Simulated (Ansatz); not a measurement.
**RbBr under changes of volume**

One of the cells (40.248 Å³/atom); the others are scaled copies at fixed shape and fractional positions:

```xyz
2
Lattice="0.0000 3.4270 3.4270 3.4270 0.0000 3.4270 3.4270 3.4270 0.0000" Properties=species:S:1:pos:R:3 pbc="T T T"
Rb    0.0000    0.0000    0.0000
Br    3.4270    3.4270    3.4270
```

| Item | Value |
| --- | --- |
| Program | Ansatz 0.2.0 |
| Functional | r2SCAN |
| Potentials or basis | Ansatz PAW |
| Cutoff | 500 eV (not typed: the program's choice for these potentials) |
| k mesh | 7 × 7 × 7 |
| Occupations | fermi-dirac, width 0.05 eV |
| Spin | no spin polarisation |

```csv
volume (Å³/atom),energy over the lowest point (meV/atom),pressure (GPa),gap on the mesh (eV)
37.833,?,?,?
38.638,10.07,1.2,5.08
39.443,4.97,0.8,5.02
40.248,1.73,0.5,4.97
41.053,0.13,0.2,4.92
41.858,0.00,-0.1,4.87
42.663,1.17,-0.4,4.82
```

**Question.** What does the run at 37.833 Å³/atom give?

**Answer.** Energy over the lowest point 17.25 meV/atom; pressure 1.7 GPa; gap on the mesh 5.14 eV.

Worked out: A Birch-Murnaghan fit of order 3 (a polynomial in V^(-2/3)) to the other rows has its minimum at 41.53 Å³/atom with B0 = V·E''(V) = 14.0 GPa and B' = 5.1. It gives 17.26 meV/atom at 37.833 Å³/atom, against the run's 17.25, and -dE/dV = 1.7 GPa, against 1.7. A straight line through the other rows of the gap, of slope -2.6 eV per unit of ln V (its deformation potential), extrapolates to 5.13 eV, against the run's 5.14.

Energies are extrapolated to zero smearing.

Caveats: odd divisions of the mesh miss points on the zone boundary, where band edges often lie, so the gap on the mesh can be too wide; the PAW data sets come from PBE, with cores solved anew for the run's functional, which leaves a small shift of forces and pressure.

A mesh can miss the band edges. Spin-orbit coupling on Br, Rb is left out.
